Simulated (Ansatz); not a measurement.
## Strain response of Si$_{2}$Mo

Level of theory: DFT PBE, scalar-relativistic, plane waves, PAW (Ansatz). Run with 420 eV cutoff, 12×12×6 k-mesh, Gaussian smearing of 0.10 eV, no spin polarisation.

Reference structure (relaxed):

```
CELL_PARAMETERS angstrom
3.21685 0.00000 0.00000
0.00000 3.21685 0.00000
0.00000 0.00000 7.87302
ATOMIC_POSITIONS crystal
Si 0.00000 0.00000 0.33510
Si 0.50000 0.50000 0.16490
Si 0.50000 0.50000 0.83510
Si 0.00000 0.00000 0.66490
Mo 0.00000 0.00000 0.00000
Mo 0.50000 0.50000 0.50000
```

Deformation: biaxial strain in the a-b plane, with the length and tilt of c and the atoms relaxed, all within the symmetry that the strain leaves. Energies are extrapolated to zero smearing.

```csv
strain (%),ΔE (meV/atom),a (Å),b (Å),c (Å)
-4.5,89.2,3.072,3.072,8.036
-3.0,38.8,3.120,3.120,7.973
-1.5,9.5,3.169,3.169,7.918
+0.0,0.0,3.217,3.217,7.873
+1.5,8.6,3.265,3.265,7.833
+3.0,33.3,3.313,3.313,7.798
+4.5,72.3,3.362,3.362,7.767
```

(1) What stiffness (1/V) d²E/dε² at zero strain does a cubic fit over all points give?

(2) How does the free axis c answer a small strain?

Answers

(1) A cubic fit gives (1/V) d²E/dε² = 940 GPa at zero strain (twice the biaxial modulus).

(2) Between the innermost points its strain is -0.36 times the applied one.